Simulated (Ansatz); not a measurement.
## ZnS: Zn vacancy

Theory: DFT PBE, scalar-relativistic, plane waves, PAW (Ansatz). Settings: 420 eV cutoff, 2×2×2 k-mesh, Gaussian smearing of 0.01 eV, collinear spin.

Host crystal, relaxed:

```yaml
crystal:
  lattice:
    - [1.92310, 1.11030, 9.44929]
    - [-1.92310, 1.11030, 9.44929]
    - [0.00000, -2.22061, 9.44929]
  atoms:
    - { symbol: Zn, position: [0.99997, 0.99997, 0.99997] }
    - { symbol: Zn, position: [0.22225, 0.22225, 0.22225] }
    - { symbol: Zn, position: [0.44453, 0.44453, 0.44453] }
    - { symbol: S, position: [0.08330, 0.08330, 0.08330] }
    - { symbol: S, position: [0.52785, 0.52785, 0.52785] }
    - { symbol: S, position: [0.30543, 0.30543, 0.30543] }
```

Supercell of 30 atoms, rows in host cell vectors: -1 -1 2; 0 0 1; -3 2 1. Atoms relax at the host's cell from a start displaced at random by 0.05 Å near the defect, so other minima may exist. The cell is small, so energies carry finite-size errors of tenths of an eV. The host's Kohn–Sham gap is 2.06 eV.

Starting moments were lost in some runs.

Defect: Zn vacancy, charge -1.

Command:

```bash
ansatz run input.yaml --threads 4 --pin off --max-ram 10240MiB --backend cpu --events-out ev --progress --plain --runs-dir out
```

The input:

```yaml
crystal:
  lattice:
    - [0.0, -6.6618213955, 0.0]
    - [0.0, -2.2206071318, 9.449287567]
    - [-9.61551094, -3.3309106977, 0.0]
  atoms:
    - { symbol: Zn, position: [0.8035099963, 0.9975169823, 0.4052649436] }
    - { symbol: Zn, position: [0.1920302511, 0.9964948196, 0.6043772948] }
    - { symbol: Zn, position: [0.409258263, 0.9975275353, 0.1941427166] }
    - { symbol: Zn, position: [-0.0026409111, 0.9965669054, -0.0049903243] }
    - { symbol: Zn, position: [0.3739554395, 0.6732107021, 0.7997418527] }
    - { symbol: Zn, position: [0.5775465309, 0.6675908929, 0.3999954483] }
    - { symbol: Zn, position: [0.974619166, 0.6742507937, 0.6001740843] }
    - { symbol: Zn, position: [0.1777492676, 0.6675847967, 0.1995287815] }
    - { symbol: Zn, position: [0.7751781065, 0.6740613624, -0.000742662] }
    - { symbol: Zn, position: [0.1618134901, 0.3317812461, 0.799893617] }
    - { symbol: Zn, position: [0.3549446891, 0.3322605594, 0.4004520994] }
    - { symbol: Zn, position: [0.7482483659, 0.3327781854, 0.6059688009] }
    - { symbol: Zn, position: [0.9556098194, 0.3322318114, 0.1993170276] }
    - { symbol: Zn, position: [0.5544196367, 0.3329001011, -0.0061757647] }
    - { symbol: S, position: [0.5135862633, 0.2495737355, 0.8011205181], spin: 0.25 }
    - { symbol: S, position: [0.7170375732, 0.2495894261, 0.4008823395] }
    - { symbol: S, position: [0.1147565624, 0.2494415121, 0.600502567] }
    - { symbol: S, position: [0.3181641696, 0.2495955256, 0.1987585735] }
    - { symbol: S, position: [0.9155239899, 0.2494487753, -0.0008140339] }
    - { symbol: S, position: [0.0714894253, 0.5843783782, 0.7997700903] }
    - { symbol: S, position: [0.2713662876, 0.583529212, 0.4003055176] }
    - { symbol: S, position: [0.6718924002, 0.584980535, 0.6004976716] }
    - { symbol: S, position: [0.8719228839, 0.5834953965, 0.1992444223] }
    - { symbol: S, position: [0.4725740431, 0.5849801905, -0.0009503239] }
    - { symbol: S, position: [0.293017376, 0.9197638109, 0.7986457685], spin: 0.25 }
    - { symbol: S, position: [0.4930282291, 0.9175793969, 0.4006975947] }
    - { symbol: S, position: [0.8812792821, 0.9193269326, 0.6046585188], spin: 0.25 }
    - { symbol: S, position: [0.0939861847, 0.9175956416, 0.1989831264] }
    - { symbol: S, position: [0.6918249873, 0.9185903457, -0.0066653965], spin: 0.25 }
  host:
    lattice:
      - [1.923102188, 1.1103035659, 9.449287567]
      - [-1.923102188, 1.1103035659, 9.449287567]
      - [0.0, -2.2206071318, 9.449287567]
    atoms:
      - { symbol: Zn, position: [0.9999659062, 0.9999659062, 0.9999659062] }
      - { symbol: Zn, position: [0.2222538451, 0.2222538451, 0.2222538451] }
      - { symbol: Zn, position: [0.4445320861, 0.4445320861, 0.4445320861] }
      - { symbol: S, position: [0.0832951078, 0.0832951078, 0.0832951078] }
      - { symbol: S, position: [0.5278530986, 0.5278530986, 0.5278530986] }
      - { symbol: S, position: [0.3054259562, 0.3054259562, 0.3054259562] }
total_charge: -1
basis:
  ecutwfc: 420
  xc_grid: 2
kpoints:
  mp_grid: { grid: [2, 2, 2], shift: [0.0, 0.0, 0.0] }
hamiltonian:
  xc: pbe
scf:
  occupations: { method: gaussian, width: 0.01 }
output:
  forces: true
  stress: false
  eigenvalues: true
  populations: true
  charged_corrections:
    defect_position: [0.60003409, 0.99989772, 0.8]
    epsilon: [[9.1423, 0.0, 0.0], [0.0, 9.1423, 0.0], [0.0, 0.0, 9.5498]]
  write_density: true
  write_potential: true
  elf: true
  volumetric_format: npy
magnetization:
  spin_polarized: true
relax:
  adjacent_minimum: "off"
  f_tol: 0.025
  max_steps: 45
```

From the output:

```
Warning: RAYON_NUM_THREADS=4 ignored (pool sized by the plan → 4); use --threads N
Crystal: 29 atoms, lattice volume = 605.291 Å³
Basis set: ecut = 420 eV, 11811 PW (Γ), exchange–correlation on 90×144×144 points (8 copies of the dense FFT grid, shifted against one another)
Bands: 159, of which v1, the nominal top of the filled ones, is band 130 counted from 1 (129 counted from 0)
Symmetry: 1 space group operations
Space group: P1 (ITA 1), of the structure as read, at distance tolerance 8.5e-5 Å
k-points: 8
relax step   1: F+E_penalty+E_count = -60012.81117988 eV  Δ(F+E_penalty+E_count) = +0.000e0 eV  max|allowed force component| = 2.172e-1 eV/Å  Δτ_max = 0.0000 Å
relax step   2: F+E_penalty+E_count = -60012.82418643 eV  Δ(F+E_penalty+E_count) = -1.301e-2 eV  max|allowed force component| = 1.127e-1 eV/Å  Δτ_max = 0.0177 Å
relax step   3: F+E_penalty+E_count = -60012.82873212 eV  Δ(F+E_penalty+E_count) = -4.546e-3 eV  max|allowed force component| = 2.218e-2 eV/Å  Δτ_max = 0.0212 Å
relax step   4: F+E_penalty+E_count = -60012.82873219 eV  Δ(F+E_penalty+E_count) = -6.463e-8 eV  max|allowed force component| = 2.218e-2 eV/Å  Δτ_max = 0.0000 Å
SCF converged after 3 iterations
Free energy (F): -60012.828732 eV
E sigma→0 (E₀):  -60012.828570 eV
Fermi energy:    5.168409 eV
```

The relaxation gained 0.02 eV in 4 steps. The run took 2.4 min on 4 threads of Arm Neoverse V2, with other jobs on the host, peak memory 2.8 GiB.